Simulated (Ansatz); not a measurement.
Runs of Ansatz 0.2.0 on KF. It takes space group Pm-3m (No. 221, cubic). Conventional cell: a = 3.259 Å, b = 3.259 Å, c = 3.259 Å, α = 90.00°, β = 90.00°, γ = 90.00°. K (site symmetry m-3m) has 8 F at 2.82 Å as nearest neighbours. F (site symmetry m-3m) is surrounded by 8 K at 2.82 Å. The cell comes from a database or a generator and needn't be the stable form of this composition.

| task | level | potentials or basis | spin | cell | k mesh | cutoff (eV) | smearing | driver | points for each segment of the path | eos | other keys | mesh quality | gap on the mesh (eV) | pressure (GPa) |
| --- | --- | --- | --- | --- | --- | --- | --- | --- | --- | --- | --- | --- | --- | --- |
| single point | r2SCAN | SPMS NC | off | cell strained at random at fixed volume | 6 × 6 × 6 | 1007 | fixed | calculator | - | - | - | not flagged | 6.90 | -2.7 |
| relaxation of cell and atoms | B3LYP5 | Ansatz PAW | off | relaxed | 5 × 5 × 5 | 420 | fixed | chain | - | - | - | not flagged | 8.70 | 0.0 |
| band structure | LDA | JTH PAW | collinear, ferromagnetic start | as given | 8 × 8 × 8 | 1500 | gaussian 0.02 eV | chain | 14 | - | - | not flagged | 5.91 | -5.5 |
| relaxation of the atoms | SVWN5 | JTH PAW LDA | off | atoms relaxed from: atoms moved at random, drawn with an rms of 0.05 Å | 6 × 6 × 6 | 1500 | methfessel-paxton 0.01 eV | chain | - | - | scf.eigensolver.kind = davidson; scf.mixing.algorithm = anderson; … | not flagged | 5.92 | -5.5 |
| projected density of states | HSE03 | JTH PAW | off | as given | 5 × 5 × 5 | 1500 | gaussian 0.02 eV | chain | - | - | basis.ecutrho_ratio = 8 | not flagged | 8.07 | (a) |
| electric field gradients | rPW86-PBE | Ansatz PAW earlier set | off | as given | 8 × 8 × 8 | 1300 | cold 0.1 eV | - | - | - | - | not flagged | 6.18 | (b) |

Problem. Estimate the missing entries.

Solution. (a) -0.9; (b) -0.1.

Caveats: the potentials were made for another functional, which shifts forces and pressure (some runs); odd divisions of the mesh miss points on the zone boundary, where band edges often lie, so the gap on the mesh can be too wide (some runs); the thresholds are loose for stress (some runs); the meta-GGA runs on potentials made for a GGA (some runs); the starting moments weren't kept (some runs); the PAW data sets come from PBE, with cores solved anew for the run's functional, which leaves a small shift of forces and pressure (some runs).

A k mesh can miss the band edges.

Runs at the PBE level aren't shown here.
